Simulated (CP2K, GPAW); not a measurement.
This is a calculation of Be (Beryllium) for GPAW 26.7.0. 

The input POSCAR:

```
Be
1.0
    2.2853000000      0.0000000000      0.0000000000
   -1.1426500000      1.9791278553      0.0000000000
    0.0000000000      0.0000000000      3.5842000000
Be
2
Direct
    0.6666666667      0.3333333333      0.7500000000
    0.3333333333      0.6666666667      0.2500000000
```

Potentials or basis: GPAW PAW data sets (gpaw-data 1.2.1), pw.

Run with:

```sh
$ OMP_NUM_THREADS=1 gpaw run POSCAR -p 'mode=PW(800),xc=PBE,kpts={size:(13,13,8),gamma:True},occupations={name:fermi-dirac,width:0.05},nbands=9,convergence={density:1e-05,energy:1e-05},maxiter=150,txt=gpaw.txt' --properties efs -w gs.gpw
```

Problem. Translate it to CP2K 2026.2. Potentials or basis there: POTENTIAL_UZH Be GTH-PBE-q2; TZVP-MOLOPT-PBE-GTH basis.

Solution. As run (cutoffs and basis follow the program's own potentials, and thresholds, step limits or extra output files can differ):

File be_scf.inp:

```
&GLOBAL
  PROJECT be_scf
  RUN_TYPE ENERGY_FORCE
  PRINT_LEVEL LOW
&END GLOBAL
&FORCE_EVAL
  METHOD QS
  STRESS_TENSOR ANALYTICAL
  &DFT
    BASIS_SET_FILE_NAME BASIS_MOLOPT_UZH
    POTENTIAL_FILE_NAME POTENTIAL_UZH
    &MGRID
      CUTOFF 850
      REL_CUTOFF 60
      NGRIDS 4
    &END MGRID
    &QS
      METHOD GPW
      EPS_DEFAULT 1.0E-9
    &END QS
    &KPOINTS
      SCHEME MONKHORST-PACK 13 13 8
      GAMMA_CENTERED T
      SYMMETRY T
      SYMMETRY_BACKEND SPGLIB
    &END KPOINTS
    &SCF
      SCF_GUESS ATOMIC
      EPS_SCF 1.0E-6
      MAX_SCF 100
      ADDED_MOS 10
      CHOLESKY OFF
      EPS_EIGVAL 1.0E-7
      &DIAGONALIZATION ON
        ALGORITHM STANDARD
      &END DIAGONALIZATION
      &MIXING ON
        METHOD BROYDEN_MIXING
        ALPHA 0.4
        BETA 1.5
        NBUFFER 8
      &END MIXING
      &SMEAR ON
        METHOD FERMI_DIRAC
        ELECTRONIC_TEMPERATURE 580.23
      &END SMEAR
    &END SCF
    &XC
      &XC_FUNCTIONAL
        &GGA_X_PBE
        &END GGA_X_PBE
        &GGA_C_PBE
        &END GGA_C_PBE
      &END XC_FUNCTIONAL
    &END XC
    &PRINT
      &KPOINTS ON
      &END KPOINTS
      &MULLIKEN ON
      &END MULLIKEN
      &MO ON
        ENERGIES T
        OCCUPATION_NUMBERS T
        &EACH
          QS_SCF 0
        &END EACH
        ADD_LAST NUMERIC
      &END MO
    &END PRINT
  &END DFT
  &SUBSYS
    &CELL
      ABC 2.2853000000 2.2853000000 3.5842000000
      ALPHA_BETA_GAMMA 90.0000000000 90.0000000000 119.9999999996
      PERIODIC XYZ
    &END CELL
    &COORD
      SCALED
      Be  0.6666666667 0.3333333333 0.7500000000
      Be  0.3333333333 0.6666666667 0.2500000000
    &END COORD
    &KIND Be
      BASIS_SET TZVP-MOLOPT-PBE-GTH-q2
      POTENTIAL GTH-PBE-q2
    &END KIND
    &PRINT
      &ATOMIC_COORDINATES ON
      &END ATOMIC_COORDINATES
      &CELL ON
      &END CELL
      &SYMMETRY ON
      &END SYMMETRY
    &END PRINT
  &END SUBSYS
  &PRINT
    &FORCES ON
    &END FORCES
    &STRESS_TENSOR ON
    &END STRESS_TENSOR
  &END PRINT
&END FORCE_EVAL
```

Potentials or basis: POTENTIAL_UZH Be GTH-PBE-q2; TZVP-MOLOPT-PBE-GTH basis.

Run with:

```console
$ OMP_NUM_THREADS=1 cp2k.psmp -i be_scf.inp -o be_scf.out
```

Both were run:

|  | GPAW | CP2K |
| --- | --- | --- |
| Pressure | -1.3 GPa | -5.0 GPa |

The two runs disagree by more than potentials and bases usually give (in gap, levels, pressure or energy); the cause wasn't traced.

Pressure is positive in compression.
